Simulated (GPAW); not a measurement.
Wanted: an ASE script for a GPAW 26.7.0 run.

```yaml
Task: band structure
Functional: r2SCAN
Potentials_or_basis: GPAW PAW data sets (gpaw-data 1.2.1)
Cutoff: 800 eV
Basis: pw
k_mesh: 11 × 11 × 11
Occupations: fermi-dirac, width 0.05 eV
Spin: no spin polarisation
Maxiter: 150
Band_path: GXWKGLUWLK,UX
Band_points: 100
```

LiF (Griceite):

```
CELL_PARAMETERS angstrom
0.00000 2.01400 2.01400
2.01400 0.00000 2.01400
2.01400 2.01400 0.00000
ATOMIC_POSITIONS crystal
F 0.50000 0.50000 0.50000
Li 0.00000 0.00000 0.00000
```

These files were run (other wordings do the same):

run.py

```python
from ase import Atoms
from ase.dft.bandgap import bandgap
from ase.io import write
from ase.units import GPa
from gpaw import GPAW, PW

atoms = Atoms(['F', 'Li'],
              cell=[[0.0, 2.014, 2.014],
                    [2.014, 0.0, 2.014],
                    [2.014, 2.014, 0.0]],
              scaled_positions=[[0.5, 0.5, 0.5],
                                [0.0, 0.0, 0.0]],
              pbc=True)

calc = GPAW(mode=PW(800),
            xc='MGGA_X_R2SCAN+MGGA_C_R2SCAN',
            kpts={'size': (11, 11, 11), 'gamma': True},
            occupations={'name': 'fermi-dirac', 'width': 0.05},
            nbands=11,
            convergence={'density': 1e-05, 'energy': 1e-05},
            maxiter=150,
            txt='gpaw.txt')
atoms.calc = calc
energy = atoms.get_potential_energy()
forces = atoms.get_forces()
stress = atoms.get_stress()
calc.write('gs.gpw')
write('result.traj', atoms)
print(f'Energy: {energy:.6f} eV')
print('Forces (eV/A):')
print(forces.round(4))
print('Stress (GPa):', (stress / GPa).round(3))
print('Fermi level:', round(calc.get_fermi_level(), 4), 'eV')
print(f'Gap: {bandgap(calc)[0]:.4f} eV, direct: {bandgap(calc, direct=True)[0]:.4f} eV')

path = atoms.cell.bandpath('GXWKGLUWLK,UX', npoints=100, eps=1e-4)
bs_calc = calc.fixed_density(kpts=path, symmetry='off', nbands=18,
                             convergence={'bands': 'CBM+6.0', 'eigenstates': 1e-6}, txt='bands.txt')
bs = bs_calc.band_structure()
bs.write('bs.json')
print(f'Gap on the path: {bandgap(bs_calc)[0]:.4f} eV')
```

Potentials or basis: GPAW PAW data sets (gpaw-data 1.2.1), pw.

Command:

```sh
$ OMP_NUM_THREADS=1 python run.py
```

Results of the run:

```
Pressure                : -1.9 GPa
Band gap on the k mesh  : 10.04 eV, direct
Band gap along the path : 10.04 eV, direct
```

Caveat: the PAW data sets were made with another functional, which shifts forces and pressure a little.

Run time: 29 s on 1 thread of Intel(R) Xeon(R) 6975P-C (Granite Rapids), on a shared host, peak memory 0.22 GiB.
